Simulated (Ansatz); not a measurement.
# Mg: the cost of one run

Method: DFT PBE, scalar-relativistic, in Ansatz 0.2.0.

**1. The structure to begin with**

Symmetry: Fm-3m, No. 225, cubic system. Conventional cell: a = 4.489 Å, b = 4.489 Å, c = 4.489 Å, α = 90.00°, β = 90.00°, γ = 90.00°. Mg (site symmetry m-3m) has 12 Mg at 3.17 Å as nearest neighbours.

Structure file:

```cif
data_structure
_symmetry_space_group_name_H-M 'P 1'
_symmetry_Int_Tables_number 1
_cell_length_a 3.1739
_cell_length_b 3.1739
_cell_length_c 3.1739
_cell_angle_alpha 60.000
_cell_angle_beta 60.000
_cell_angle_gamma 60.000
_cell_volume 22.61
loop_
_atom_site_label
_atom_site_type_symbol
_atom_site_fract_x
_atom_site_fract_y
_atom_site_fract_z
_atom_site_occupancy
Mg1 Mg 0.00000 0.00000 0.00000 1
```

**2. The deformed structure**

Space group Fm-3m before, R-3m after.

**3. All-electron LAPW**

Input file input.yaml:

```yaml
crystal:
  lattice:
    - [0.02244256, 2.25547728, 2.25547728]
    - [2.25547728, 0.02244256, 2.25547728]
    - [2.25547728, 2.25547728, 0.02244256]
  atoms:
    - { symbol: Mg, position: [0.0, 0.0, 0.0] }
kpoints:
  mp_grid: { grid: [16, 16, 16] }
  band_path:
    path:
      - [0.0, 0.0, 0.0]
      - [0.5, 0.5, 0.5]
      - [0.247543133, 0.5, 0.752456867]
      - [-0.247543133, 0.247543133, 0.5]
      - [0.0, 0.0, 0.5]
      - [0.0, 0.0, 0.0]
      - [-0.3737715665, 0.0, 0.3737715665]
      - [0.0, 0.3737715665, 0.6262284335]
      - [0.0, 0.5, 0.5]
    npoints: 5
scf:
  occupations: { method: fermi_dirac, width: 0.03 }
hamiltonian:
  xc: pbe
  pseudopotentials: { kind: all_electron, lapw: { basis_error: 0.001 } }
output:
  forces: true
  stress: true
  eigenvalues: true
```

The run is started by

```sh
ansatz run input.yaml --threads 1 --pin off --max-ram 3072MiB --backend cpu --events-out ev --progress --plain --runs-dir out
```

**Question.** How long does this run take on 1 thread of Intel Xeon Platinum 8375C at 2.90GHz (Ice Lake), shared host, and how much memory does it need?

About 8.7 s, with a peak of 0.32 GiB.
